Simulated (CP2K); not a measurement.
A run of CP2K 2026.2 is set up as follows.

p_bands.inp

```
&GLOBAL
  PROJECT p_bands
  RUN_TYPE ENERGY_FORCE
  PRINT_LEVEL LOW
&END GLOBAL
&FORCE_EVAL
  METHOD QS
  STRESS_TENSOR ANALYTICAL
  &DFT
    BASIS_SET_FILE_NAME BASIS_MOLOPT_UZH
    POTENTIAL_FILE_NAME POTENTIAL_UZH
    &MGRID
      CUTOFF 450
      REL_CUTOFF 60
      NGRIDS 4
    &END MGRID
    &QS
      METHOD GPW
      EPS_DEFAULT 1.0E-9
    &END QS
    &KPOINTS
      SCHEME MONKHORST-PACK 8 8 6
      GAMMA_CENTERED T
      SYMMETRY T
      SYMMETRY_BACKEND SPGLIB
    &END KPOINTS
    &SCF
      SCF_GUESS ATOMIC
      EPS_SCF 1.0E-6
      MAX_SCF 100
      ADDED_MOS 14
      CHOLESKY OFF
      EPS_EIGVAL 1.0E-7
      &DIAGONALIZATION ON
        ALGORITHM STANDARD
      &END DIAGONALIZATION
      &MIXING ON
        METHOD BROYDEN_MIXING
        ALPHA 0.4
        BETA 1.5
        NBUFFER 8
      &END MIXING
      &SMEAR ON
        METHOD FERMI_DIRAC
        ELECTRONIC_TEMPERATURE 580.23
      &END SMEAR
    &END SCF
    &XC
      &XC_FUNCTIONAL PBE
      &END XC_FUNCTIONAL
    &END XC
    &PRINT
      &KPOINTS ON
      &END KPOINTS
      &MULLIKEN ON
      &END MULLIKEN
      &MO ON
        ENERGIES T
        OCCUPATION_NUMBERS T
        &EACH
          QS_SCF 0
        &END EACH
        ADD_LAST NUMERIC
      &END MO
      &BAND_STRUCTURE
        FILE_NAME bands.bs
        ADDED_MOS 2
        &KPOINT_SET
          UNITS B_VECTOR
          NPOINTS 6
          SPECIAL_POINT GAMMA 0.00000000 0.00000000 0.00000000
          SPECIAL_POINT X 0.27272651 0.27272651 0.00000000
          SPECIAL_POINT S 0.00000000 0.50000000 0.00000000
          SPECIAL_POINT R 0.00000000 0.50000000 0.50000000
          SPECIAL_POINT A 0.27272651 0.27272651 0.50000000
          SPECIAL_POINT Z 0.00000000 0.00000000 0.50000000
          SPECIAL_POINT GAMMA 0.00000000 0.00000000 0.00000000
          SPECIAL_POINT Y -0.50000000 0.50000000 0.00000000
          SPECIAL_POINT X1 -0.27272651 0.72727349 0.00000000
          SPECIAL_POINT A1 -0.27272651 0.72727349 0.50000000
          SPECIAL_POINT T -0.50000000 0.50000000 0.50000000
          SPECIAL_POINT Y -0.50000000 0.50000000 0.00000000
        &END KPOINT_SET
        &KPOINT_SET
          UNITS B_VECTOR
          NPOINTS 6
          SPECIAL_POINT Z 0.00000000 0.00000000 0.50000000
          SPECIAL_POINT T -0.50000000 0.50000000 0.50000000
        &END KPOINT_SET
      &END BAND_STRUCTURE
    &END PRINT
  &END DFT
  &SUBSYS
    &CELL
      A 5.7080377311 0.0000000000 0.0000000000
      B -4.7567274802 3.1551922950 0.0000000000
      C 0.0000000000 0.0000000000 4.3618901664
      PERIODIC XYZ
    &END CELL
    &COORD
      P   4.7049180927 0.3024468576 2.5683470999
      P   -3.7536078418 2.8527454374 1.7935430665
      P   1.4787747639 1.2751492899 0.3874020167
      P   -0.5274645130 1.8800430051 3.9744881497
    &END COORD
    &KIND P
      BASIS_SET TZVP-MOLOPT-PBE-GTH-q5
      POTENTIAL GTH-PBE-q5
    &END KIND
    &PRINT
      &ATOMIC_COORDINATES ON
      &END ATOMIC_COORDINATES
      &CELL ON
      &END CELL
    &END PRINT
  &END SUBSYS
  &PRINT
    &FORCES ON
    &END FORCES
    &STRESS_TENSOR ON
    &END STRESS_TENSOR
  &END PRINT
&END FORCE_EVAL
```

Potentials or basis: POTENTIAL_UZH P GTH-PBE-q5; TZVP-MOLOPT-PBE-GTH basis.

The run is started by

```sh
$ OMP_NUM_THREADS=1 cp2k.psmp -i p_bands.inp -o p_bands.out
```

(1) Predict the band gap along the path.

(2) What does it give for the pressure?

Answers

(1) 0.05 eV, indirect (least direct gap 0.06 eV).

(2) 5.6 GPa.

Caveat: the mesh misses the band edges, which the band path finds closer together; the basis of atomic orbitals isn't converged, which shifts pressures, moduli and gaps.
